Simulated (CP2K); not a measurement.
## SrO under changes of volume

One of the cells (16.901 Å³/atom); the others are scaled copies at fixed shape and fractional positions:

```
Sr O
1.0
     3.62930    0.00000    0.00000
     1.81465    3.14306    0.00000
     1.81465    1.04769    2.96331
Sr O
1 1
Direct
  0.50000 0.50000 0.50000
  0.00000 0.00000 0.00000
```

| Property | Result |
| --- | --- |
| Program | CP2K 2026.2 |
| Functional | LDA |
| Potentials or basis | GTH_POTENTIALS Sr GTH-PADE-q10, O GTH-PADE-q6; TZVP-MOLOPT-PBE-GTH basis |
| Density cutoff | 8163 eV |
| k mesh | 9 × 9 × 9 |
| Occupations | fermi-dirac, width 0.0259 eV |
| Spin | no spin polarisation |

| volume (Å³/atom) | energy over the lowest point (meV/atom) | pressure (GPa) | gap on the mesh (eV) |
| --- | --- | --- | --- |
| 15.887 | 6.38 | 3.9 | 3.32 |
| 16.225 | 0.79 | 1.5 | 3.34 |
| 16.563 | 0.00 | -0.7 | 3.37 |
| 16.901 | 3.48 | -2.6 | 3.39 |
| 17.239 | 10.79 | -4.3 | 3.41 |
| 17.577 | ? | ? | ? |
| 17.915 | 35.33 | -7.2 | 3.39 |

Q: What does the run at 17.577 Å³/atom give?

A: Energy over the lowest point 21.57 meV/atom; pressure -5.8 GPa; gap on the mesh 3.43 eV.

Worked out: A Birch-Murnaghan fit of order 3 (a polynomial in V^(-2/3)) to the other rows has its minimum at 16.45 Å³/atom with B0 = V·E''(V) = 102 GPa and B' = 4.4. It gives 21.53 meV/atom at 17.577 Å³/atom, against the run's 21.57, and -dE/dV = -5.8 GPa, against -5.8. A parabola through the other rows of the gap, of slope -0.147 eV per unit of ln V there, gives 3.40 eV, against the run's 3.43.

Energies are extrapolated to zero smearing.

Caveats: an odd mesh through Γ misses points on the zone boundary, where band edges often lie; the basis of atomic orbitals isn't converged, which shifts pressures, moduli and gaps. Spin-orbit coupling on Sr is left out.
